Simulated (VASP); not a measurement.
Input of a VASP 6.6.1 run:

The input INCAR:

```
PREC = Accurate ; ENCUT = 600
EDIFF = 1E-7 ; ISMEAR = 0
SIGMA = 0.02 ; LREAL = False
LASPH = True ; NELM = 60
ALGO = Normal ; ISIF = 3
LWAVE = False ; LCHARG = False
METAGGA = R2SCAN ; LMIXTAU = True
IBRION = 2 ; NSW = 90
EDIFFG = -0.005
```

KPOINTS

```
regular mesh
0
Gamma
  8 8 8
```

The input POSCAR:

```
TePb
1.0
    0.0000000000      3.2270500000      3.2270500000
    3.2270500000      0.0000000000      3.2270500000
    3.2270500000      3.2270500000      0.0000000000
Te Pb
1 1
Direct
    0.5000000000      0.5000000000      0.5000000000
    0.0000000000      0.0000000000      0.0000000000
```

Potentials or basis: VASP PAW PBE potentials, release 64 (Te, Pb_d).

Command:

```sh
$ cat potpaw_PBE.64/Te/POTCAR potpaw_PBE.64/Pb_d/POTCAR > POTCAR
$ mpirun -np 1 vasp_std > vasp.out
```

Task: What does it give for the space group after relaxing (to 0.05 Å)?

Result: Fm-3m (No. 225).

Task: Estimate the band gap on the k mesh.

Result: 1.09 eV, direct.

Final structure:
```cif
data_structure
_symmetry_space_group_name_H-M 'P 1'
_symmetry_Int_Tables_number 1
_cell_length_a 4.6210
_cell_length_b 4.6210
_cell_length_c 4.6210
_cell_angle_alpha 60.000
_cell_angle_beta 60.000
_cell_angle_gamma 60.000
_cell_volume 69.77
loop_
_atom_site_label
_atom_site_type_symbol
_atom_site_fract_x
_atom_site_fract_y
_atom_site_fract_z
_atom_site_occupancy
Te1 Te 0.50000 0.50000 0.50000 1
Pb1 Pb 0.00000 0.00000 0.00000 1
```

Caveat: spin-orbit coupling is left out, which as a rule narrows the gap of such compounds by several tenths of an eV. Zero-point motion and thermal expansion aren't in these numbers.
